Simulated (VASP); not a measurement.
# AlP (F-43m) in VASP: notebook

The runs below take AlP through single point, with PBE+D3(BJ), BLYP.

All numbers are computed with VASP 6.6.1; they aren't measurements. Logs are shortened: lines on timing, memory, paths and dates and some standing lists are left out, and cuts for length are marked.

**The experiment to reproduce.**

A printed reference work, data compilation reports, for a bulk crystal of AlP at 4.2 K: band gap 2.505 eV (indirect).

The results are compared with them further down.

### Step 1. The cell of the first run

It takes space group F-43m (No. 216, cubic). The conventional cell has a = 5.451 Å, b = 5.451 Å, c = 5.451 Å, α = 90.00°, β = 90.00°, γ = 90.00°. Within 3.1 Å of Al (site symmetry -43m) lie 4 P at 2.36 Å. Within 3.1 Å of P (site symmetry -43m) lie 4 Al at 2.36 Å.

### Step 2. Single point, PBE+D3(BJ)

The input, INCAR:

```
ALGO = Normal
EDIFF = 1E-6
ENCUT = 500
GGA = PE
GGA_COMPAT = F
ISIF = 2
ISMEAR = 0
IVDW = 12
LASPH = T
LCHARG = F
LREAL = F
LWAVE = F
NBANDS = 11
NELM = 120
PREC = Accurate
SIGMA = 0.05
```

The input, KPOINTS:

```
k-points
0
Gamma
  8 8 8
```

The input, POSCAR:

```
AlP
1.0
    0.0000000000      2.7254991651      2.7254991651
    2.7254991651      0.0000000000      2.7254991651
    2.7254991651      2.7254991651      0.0000000000
Al P
1 1
Direct
    0.0000000000      0.0000000000      0.0000000000
    0.7500000000      0.7500000000      0.7500000000
```

Potentials or basis: VASP PAW PBE potentials, release 64 (Al, P).

The run is started by

```bash
cat potpaw_PBE.64/Al/POTCAR potpaw_PBE.64/P/POTCAR > POTCAR
mpirun -np 1 vasp_std > vasp.out
```

OUTCAR:

```text
EDIFF = 1E-6
   ENCUT = 500
   GGA = PE
   ISIF = 2
   ISMEAR = 0
   IVDW = 12
   LASPH = T
   LREAL = F
   NELM = 120
   PREC = Accurate
 IVDW          = 12

 ion  position               nearest neighbor table
   1  0.000  0.000  0.000-   2 2.36   2 2.36   2 2.36   2 2.36
   2  0.750  0.750  0.750-   1 2.36   1 2.36   1 2.36   1 2.36

  LATTYP: Found a face centered cubic cell.
 ALAT       =     5.4509983302

  Lattice vectors:

 A1 = (   0.0000000000,   2.7254991651,   2.7254991651)
 A2 = (   2.7254991651,   0.0000000000,   2.7254991651)
 A3 = (   2.7254991651,   2.7254991651,   0.0000000000)

Analysis of symmetry for initial positions (statically):
=====================================================================
 Subroutine PRICEL returns:
 Original cell was already a primitive cell.

 Routine SETGRP: Setting up the symmetry group for a
 face centered cubic supercell.

 Subroutine GETGRP returns: Found 24 space group operations
 (whereof 24 operations were pure point group operations)
 out of a pool of 48 trial point group operations.

The static configuration has the point symmetry T_d .

Analysis of symmetry for dynamics (positions and initial velocities):
=====================================================================
 Subroutine PRICEL returns:
 Original cell was already a primitive cell.

 Routine SETGRP: Setting up the symmetry group for a
 face centered cubic supercell.

 Subroutine GETGRP returns: Found 24 space group operations
 (whereof 24 operations were pure point group operations)
 out of a pool of 48 trial point group operations.

The dynamic configuration has the point symmetry T_d .

 Subroutine INISYM returns: Found 24 space group operations
 (whereof 24 operations are pure point group operations),
 and found     1 'primitive' translations

----------------------------------------------------------------------------------------

                                     Primitive cell

  volume of cell :      40.4919

  direct lattice vectors                    reciprocal lattice vectors
     0.000000000  2.725499165  2.725499165    -0.183452634  0.183452634  0.183452634
     2.725499165  0.000000000  2.725499165     0.183452634 -0.183452634  0.183452634
     2.725499165  2.725499165  0.000000000     0.183452634  0.183452634 -0.183452634

  length of vectors
     3.854437884  3.854437884  3.854437884     0.317749282  0.317749282  0.317749282

  position of ions in fractional coordinates (direct lattice)
     0.000000000  0.000000000  0.000000000
     0.750000000  0.750000000  0.750000000

  ion indices of the primitive-cell ions
   primitive index   ion index
                 1           1
                 2           2

----------------------------------------------------------------------------------------

 KPOINTS: k-points

Automatic generation of k-mesh.
 Grid dimensions read from file:
 generate k-points for:    8    8    8

 Generating k-lattice:

  Cartesian coordinates                     Fractional coordinates (reciprocal lattice)
    -0.022931579  0.022931579  0.022931579     0.125000000  0.000000000  0.000000000
     0.022931579 -0.022931579  0.022931579     0.000000000  0.125000000  0.000000000
     0.022931579  0.022931579 -0.022931579     0.000000000  0.000000000  0.125000000

  Length of vectors
     0.039718660  0.039718660  0.039718660

  Shift w.r.t. Gamma in fractional coordinates (k-lattice)
     0.000000000  0.000000000  0.000000000

 Subroutine IBZKPT returns following result:
 ===========================================

 Found     29 irreducible k-points:

 Following reciprocal coordinates:
            Coordinates               Weight
  0.000000  0.000000  0.000000      1.000000
  0.125000  0.000000  0.000000      8.000000
  0.250000  0.000000  0.000000      8.000000
  0.375000  0.000000  0.000000      8.000000
  0.500000  0.000000  0.000000      4.000000
  0.125000  0.125000  0.000000      6.000000
[... 16 lines left out ...]
  0.500000  0.250000  0.125000     48.000000
 -0.375000  0.250000  0.125000     24.000000
 [... further k-points ...]
   k-points           NKPTS =     29   k-points in BZ     NKDIM =     29   number of bands    NBANDS=     11
   number of dos      NEDOS =    301   number of ions     NIONS =      2
   total plane-waves  NPLWV =  21952
   dimension x,y,z NGX =    28 NGY =   28 NGZ =   28
   dimension x,y,z NGXF=    56 NGYF=   56 NGZF=   56
   ions per type =               1   1
   NGX,Y,Z   is equivalent  to a cutoff of  12.08, 12.08, 12.08 a.u.
   NGXF,Y,Z  is equivalent  to a cutoff of  24.15, 24.15, 24.15 a.u.
 SYSTEM =  unknown system
   PREC   = accura    normal or accurate (medium, high low for compatibility)
   ISTART =      0    job   : 0-new  1-cont  2-samecut
   ICHARG =      2    charge: 1-file 2-atom 10-const
   ISPIN  =      1    spin polarized calculation?
   LNONCOLLINEAR =      F non collinear calculations
   LSORBIT =      F    spin-orbit coupling
   LASPH  =      T    aspherical Exc in radial PAW
   ENCUT  =  500.0 eV  36.75 Ry    6.06 a.u.   7.03  7.03  7.03*2*pi/ulx,y,z
   NELM   =    120;   NELMIN=  2; NELMDL= -5     # of ELM steps
   EDIFF  = 0.1E-05   stopping-criterion for ELM
   LREAL  =      F    real-space projection
   EDIFFG = 0.1E-04   stopping-criterion for IOM
   NSW    =      0    number of steps for IOM
   IBRION =     -1    ionic relax: 0-MD 1-quasi-New 2-CG
   NFREE  =      0    steps in history (QN), initial steepest desc. (CG)
   ISIF   =      2    stress and relaxation
   ISYM   =      2    0-nonsym 1-usesym 2-fastsym
   POTIM  = 0.5000    time-step for ionic-motion
   TEBEG  =    0.0;   TEEND  =   0.0 temperature during run
   PSTRESS=    0.0 pullay stress
   NELECT =       8.0000    total number of electrons
   NUPDOWN=      -1.0000    fix difference up-down
   EMIN   =  10.00;   EMAX   =-10.00  energy-range for DOS
   EFERMI =   0.00;   METHOD = LEGACY
   ISMEAR =     0;   SIGMA  =   0.05  broadening in eV -4-tet -1-fermi 0-gaus
   EFERMI_NEDOS =   21; number of points for ismear=-14 and -15
   IALGO  =     38    algorithm
   IMIX   =      4    mixing-type and parameters
     AMIX     =   0.40;   BMIX     =  1.00
     AMIX_MAG =   1.60;   BMIX_MAG =  1.00
  volume/ion in A,a.u.               =      20.25       136.63
  Fermi-wavevector in a.u.,A,eV,Ry     =   0.953488  1.801832 12.369604  0.909140
  Thomas-Fermi vector in A             =   2.082148
   LORBIT       =      0    0 simple, 1 ext, 2 COOP (PROOUT), +10 PAW based schemes
   GGA     = PE    functional components
   LHFCALC =     F    Hartree Fock is set to
   AEXX    =    0.0000 exact exchange contribution
   IVDW    =    12    specifies the selected vdW correction
   LEPSILON=     F    determine dielectric tensor
   LRPA    =     F    only Hartree local field effects (RPA)
 non-spin polarized calculation
 Gauss-broadening in eV      SIGMA  =   0.05
  energy-cutoff  :      500.00
  volume of cell :       40.49
 maximum number of plane-waves:      1056
   NGX = 13   NGY = 13   NGZ = 13

 number of electron       8.0000000 magnetization

 Free energy of the ion-electron system (eV)
  ---------------------------------------------------
  ext. energy  EPLUGINS =         0.00000000
  ---------------------------------------------------
  free energy    TOTEN  =       -10.36676645 eV

  energy without entropy =      -10.36676645  energy(sigma->0) =      -10.36676645

 E-fermi :   4.8836     XC(G=0):  -9.2281

 val. band max:        4.6259305879   @ k =   0.0000   0.0000   0.0000
 cond. band min:       6.1953690734   @ k =   0.5000   0.5000   0.0000
 fundamental gap:      1.5694384854
 Fermi energy:         4.8836016999

 k-point     1 :       0.0000    0.0000    0.0000
  band No.  band energies     occupation
      1      -6.9079      2.00000
      2       4.6259      2.00000
      3       4.6259      2.00000
      4       4.6259      2.00000
      5       7.9743      0.00000
      6       9.1944      0.00000
      7       9.1944      0.00000
      8       9.1944      0.00000
      9      13.4664      0.00000
     10      13.4664      0.00000
     11      14.9517      0.00000

 k-point     2 :       0.1250    0.0000    0.0000
  band No.  band energies     occupation
      1      -6.7346      2.00000
      2       3.4017      2.00000
      3       4.4770      2.00000
      4       4.4770      2.00000
      5       8.3694      0.00000
      6       9.4792      0.00000
      7       9.4792      0.00000
      8       9.7406      0.00000
      9      12.9765      0.00000
     10      12.9765      0.00000
     11      15.5825      0.00000

 k-point     3 :       0.2500    0.0000    0.0000
  band No.  band energies     occupation
      1      -6.2465      2.00000
      2       1.4440      2.00000
      3       4.1815      2.00000
      4       4.1815      2.00000
      5       7.9748      0.00000
      6       9.7841      0.00000
      7       9.7841      0.00000
      8      11.5953      0.00000
      9      12.9577      0.00000
     10      12.9577      0.00000
     11      15.0230      0.00000

 k-point     4 :       0.3750    0.0000    0.0000
  band No.  band energies     occupation
      1      -5.5897      2.00000
      2      -0.2067      2.00000
      3       3.9453      2.00000
      4       3.9453      2.00000
      5       7.5961      0.00000
      6       9.5911      0.00000
      7       9.5911      0.00000
      8      12.8179      0.00000
      9      14.3585      0.00000
     10      14.3585      0.00000
     11      15.3088      0.00000
[... 239 lines left out ...]
 k-point    22 :       0.3750    0.2500    0.1250
  band No.  band energies     occupation
      1      -5.8331      2.00000
      2       1.1219      2.00000
      3       2.7212      2.00000
      4       3.7085      2.00000
      5       8.4877      0.00000
      6       9.4795      0.00000
      7      10.0807      0.00000
      8      11.4588      0.00000
      9      13.0010      0.00000
     10      15.4524      0.00000
     11      17.5885      0.00000

 k-point    23 :       0.5000    0.2500    0.1250
  band No.  band energies     occupation
      1      -5.2313      2.00000
      2       0.0031      2.00000
      3       2.1546      2.00000
      4       3.3231      2.00000
      5       8.5872      0.00000
      6       9.4366      0.00000
      7      10.6826      0.00000
      8      11.7549      0.00000
      9      14.1365      0.00000
     10      16.0073      0.00000
     11      17.4866      0.00000

 k-point    24 :      -0.3750    0.2500    0.1250
  band No.  band energies     occupation
      1      -4.9012      2.00000
      2      -0.5613      2.00000
      3       2.0205      2.00000
      4       3.1345      2.00000
      5       8.5833      0.00000
      6       9.1705      0.00000
      7      11.5364      0.00000
      8      12.3525      0.00000
      9      13.6537      0.00000
     10      16.1191      0.00000
     11      17.4032      0.00000

 [... further k-points ...]

------------------------ aborting loop because EDIFF is reached ----------------------------------------

 Edisp (eV)   -0.61947

 E8    (eV) :    -0.2564

  FORCE on cell =-STRESS in cart. coord.  units (eV):
  Direction    XX          YY          ZZ          XY          YZ          ZX
  --------------------------------------------------------------------------------------
  -------------------------------------------------------------------------------------
  Total      -0.00927    -0.00927    -0.00927     0.00000     0.00000     0.00000
  in kB      -0.36679    -0.36679    -0.36679     0.00000     0.00000     0.00000
  external pressure =       -0.37 kB  Pullay stress =        0.00 kB

 VOLUME and BASIS-vectors are now :
 -----------------------------------------------------------------------------
  energy-cutoff  :      500.00
  volume of cell :       40.49
      direct lattice vectors                 reciprocal lattice vectors
     0.000000000  2.725499165  2.725499165    -0.183452634  0.183452634  0.183452634
     2.725499165  0.000000000  2.725499165     0.183452634 -0.183452634  0.183452634
     2.725499165  2.725499165  0.000000000     0.183452634  0.183452634 -0.183452634

 POSITION                                       TOTAL-FORCE (eV/Angst)
 -----------------------------------------------------------------------------------
      0.00000      0.00000      0.00000         0.000000      0.000000     -0.000000
      4.08825      4.08825      4.08825        -0.000000     -0.000000      0.000000
 -----------------------------------------------------------------------------------
    total drift:                                0.000000      0.000000      0.000000

  FREE ENERGIE OF THE ION-ELECTRON SYSTEM (eV)
  ---------------------------------------------------
  free  energy   TOTEN  =       -10.9862332126 eV

  energy  without entropy=      -10.9862332126  energy(sigma->0) =      -10.98623321
```

Run time: 20 s. Hardware: 1 thread of Intel Xeon 8259CL, shared host; peak memory 0.16 GiB.

What came out:

```
Free energy                : -10.9862 eV
Pressure                   : 0.0 GPa
Band gap on the k mesh     : 1.57 eV, indirect (least direct gap 3.35 eV)
Dispersion energy per atom : -0.310 eV
```

Levels at points of the mesh, in eV from the valence-band top:
| k point | band 1 | band 2 | band 3 | band 4 | band 5 | band 6 | band 7 | band 8 |
| --- | --- | --- | --- | --- | --- | --- | --- | --- |
| (0.00, 0.00, 0.00) | -11.53 | 0.00 | 0.00 | 0.00 | 3.35 | 4.57 | 4.57 | 4.57 |
| (0.50, 0.00, 0.00) | -9.84 | -5.55 | -0.77 | -0.77 | 2.83 | 4.82 | 4.82 | 8.29 |
| (0.50, 0.50, 0.00) | -9.17 | -5.32 | -2.11 | -2.11 | 1.57 | 2.47 | 11.12 | 11.12 |

Caveat: three body term missing.

### Step 3. Single point, PBE+D3(BJ)

This run uses another cell than the first one, of 20.33 Å³/atom, 1.004 times its volume.

The input, INCAR:

```
SYSTEM = AlP
PREC = Accurate ; ENCUT = 500
EDIFF = 1E-6 ; ISMEAR = 0
SIGMA = 0.05 ; LREAL = .False.
LASPH = .True. ; NELM = 120
ALGO = Normal ; ISIF = 2
LWAVE = .False. ; LCHARG = .True.
GGA = PE ; IVDW = 12
LELF = .True. ; LVHAR = .True.
NBANDS = 11 ; GGA_COMPAT = .False.
```

The input, KPOINTS:

```
Automatic mesh
0
Gamma
  8 8 8
  0 0 0
```

The input, POSCAR:

```
AlP
1.0
    0.0000000000      2.7291283294      2.7291283294
    2.7291283294      0.0000000000      2.7291283294
    2.7291283294      2.7291283294      0.0000000000
Al P
1 1
Direct
    0.0000000000      0.0000000000      0.0000000000
    0.7500000000      0.7500000000      0.7500000000
```

Potentials or basis: VASP PAW PBE potentials, release 64 (Al, P).

The run is started by

```bash
cat potpaw_PBE.64/Al/POTCAR potpaw_PBE.64/P/POTCAR > POTCAR
mpirun -np 1 vasp_std > vasp.out
```

Run time: 24 s. Hardware: 1 thread of Intel Xeon 8259CL, shared host; peak memory 0.16 GiB.

Results (log left out):

```
Free energy                : -10.9860 eV
Pressure                   : -0.4 GPa
Band gap on the k mesh     : 1.58 eV, indirect (least direct gap 3.31 eV)
Dispersion energy per atom : -0.308 eV
```

Levels at points of the mesh, in eV from the valence-band top:
| k point | band 1 | band 2 | band 3 | band 4 | band 5 | band 6 | band 7 | band 8 |
| --- | --- | --- | --- | --- | --- | --- | --- | --- |
| (0.00, 0.00, 0.00) | -11.51 | 0.00 | 0.00 | 0.00 | 3.31 | 4.56 | 4.56 | 4.56 |
| (0.50, 0.00, 0.00) | -9.83 | -5.53 | -0.76 | -0.76 | 2.82 | 4.82 | 4.82 | 8.28 |
| (0.50, 0.50, 0.00) | -9.17 | -5.31 | -2.10 | -2.10 | 1.58 | 2.47 | 11.08 | 11.08 |

Caveat: three body term missing.

(Part 1 of 2 ends here.)
